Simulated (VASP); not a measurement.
## CuAu: equation of state with PBEsol

Crystal: CuAu.

```xyz
2
Lattice="1.4182 0.8188 4.1704 -1.4182 0.8188 4.1704 0.0000 -1.6376 4.1704" Properties=species:S:1:pos:R:3 pbc="T T T"
Au    0.0000   -1.6376    4.1704
Cu    0.0000    0.0000    6.2557
```

The cell comes from a database or a generator and needn't be the stable form of this composition.

* Program: VASP 6.6.1
* Task: equation of state
* Functional: PBEsol
* Potentials or basis: VASP PAW PBE potentials, release 64 (Au, Cu)
* Cutoff: 520 eV
* k mesh: 10 × 10 × 10
* Occupations: fermi-dirac, width 0.05 eV
* Spin: no spin polarisation

```
Equilibrium volume                        : 14.54 Å³/atom
Bulk modulus at fixed shape and positions : 166 GPa
Pressure derivative of the bulk modulus   : 5.5 (rough: it moves with the points fitted)
```

Energy against volume, from the lowest point:
```csv
volume (Å³/atom),energy (meV/atom)
13.947,13.86
14.238,3.48
14.528,0.00
14.819,2.60
15.109,10.52
```

All runs of the series together: 3.1 min on 1 thread of Intel(R) Xeon(R) 6975P-C (Granite Rapids), with other jobs on the host.

Caveat: the cell was scaled at fixed shape and fractional positions, which overstates the stiffness of a crystal with free parameters, most of all of layers and chains; the PAW data sets were made with another functional, which shifts forces and pressure a little. Spin-orbit coupling is left out, which matters for the levels of Au.
